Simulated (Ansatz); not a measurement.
Crystal: FeO.

```
CELL_PARAMETERS angstrom
-1.60210 1.60210 2.08339
1.60210 -1.60210 2.08339
1.60210 1.60210 -2.08339
ATOMIC_POSITIONS crystal
Fe 0.00000 0.00000 0.00000
O 0.50000 0.50000 0.00000
```

The cell comes from a database or a generator and needn't be the stable form of this composition.

Program: Ansatz 0.2.0. Alike in all runs: task projected density of states; potentials or basis Ansatz PAW; spin collinear, ferromagnetic start; cell as given; k mesh 12 × 12 × 12; cutoff (eV) 420; smearing fermi-dirac 0.05 eV.

Q: Order these runs on this cell by their band gap on the k mesh, lowest first.
A. level LDA+U; U Fe d U = 3 eV; hubbard projectors ortho-atomic (the default); double counting fll (the default)
B. level LDA+U; U Fe d U = 8 eV; hubbard projectors ortho-atomic (the default); double counting fll (the default)
C. level LDA
D. level LDA+U; U Fe d U = 6 eV; hubbard projectors ortho-atomic (the default); double counting fll (the default)
E. level LDA+U; U Fe d U = 4 eV; hubbard projectors ortho-atomic (the default); double counting fll (the default)

A: C (metal), A (0.37 eV), E (0.69 eV), D (0.98 eV), B (1.13 eV).

Caveats: a cell with one magnetic atom can't hold antiferromagnetic order, which such compounds often take; the density of states is complete only up to the lowest level of the last band computed; the magnetic or orbital state may not be the lowest (some runs); semilocal functionals often make such compounds metallic where correlation or magnetic order opens a gap, which also shifts bond lengths (some runs).

A k mesh can miss the band edges.
